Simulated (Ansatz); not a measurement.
**GaAs: the band gap up the ladder of functionals**

The task here is to estimate one member of a computed series from the others.

The runs shown are made with Ansatz 0.2.0. PAW datasets, plane waves. The values are computed, spin-unpolarised, and not measurements.

## Starting point

The cell was relaxed beforehand with r2SCAN.

Space group F-43m (No. 216), cubic; conventional cell a = 5.666 Å, 22.74 Å³ an atom. Ga has 4 As at 2.45 Å; As has 4 Ga at 2.45 Å.

As a file:

```
CELL_PARAMETERS angstrom
0.00000 2.83309 2.83309
2.83309 0.00000 2.83309
2.83309 2.83309 0.00000
ATOMIC_POSITIONS crystal
Ga 0.00000 0.00000 0.00000
As 0.25000 0.25000 0.25000
```

Set-up of the first run:

File input.yaml:

```yaml
crystal:
  lattice:
    - [0.0, 2.8330850939, 2.8330850939]
    - [2.8330850939, 0.0, 2.8330850939]
    - [2.8330850939, 2.8330850939, 0.0]
  atoms:
    - { symbol: Ga, position: [0.0, 0.0, 0.0] }
    - { symbol: As, position: [0.25, 0.25, 0.25] }
kpoints:
  mp_grid: { grid: [8, 8, 8] }
  band_path:
    path:
      - [[0.0, 0.0, 0.0], [-0.5, -0.5, -7.733653955038e-34], [-0.375, -0.375, 0.25]]
      - [[-0.375, 1.560838826904e-17, 0.375], [0.0, 0.0, 0.0], [-1.374239974208e-18, -1.374239974208e-18, 0.5], [-0.5, -0.25, 0.25], [-0.5, -0.5, -7.733653955038e-34]]
    npoints: 10
hamiltonian:
  xc: pbe
scf:
  occupations: { method: fermi_dirac, width: 0.02 }
  n_extra_bands: 4
output:
  forces: true
  stress: true
  eigenvalues: true
  write_density: true
  write_potential: true
  elf: true
  volumetric_format: npy
```

Started as:

```console
> ansatz run input.yaml --threads 2 --pin off --max-ram 2211MiB --backend cpu --events-out ev --progress --plain --runs-dir out
```

Steps of the session up to this table: Band structure with PBE; r2SCAN at the same geometry; HSE06 at the same geometry; PBE+SOC at the same geometry; Quasiparticle levels, G0W0@PBE; Single point with PBE0.

One of the session's tables, all rows but one given; the rest of the session is left out.

```
                     level  gap (eV)
                       PBE      0.47
                    r2SCAN      0.96
                     HSE06         ?
                   PBE+SOC      0.36
G0W0@PBE (135 empty bands)      1.25
                      PBE0      1.95
```

Estimate the missing values for HSE06.

The run gave: gap (eV): 1.36. In the column «gap (eV)» it lies between G0W0@PBE (135 empty bands) (1.25) and PBE0 (1.95).

Meshes: PBE 8×8×8, r2SCAN 8×8×8, HSE06 6×6×6, PBE+SOC 8×8×8, PBE0 6×6×6

Caveats from the session: Warnings in the runs' records: stress scf threshold loose, stress exchange threshold loose.
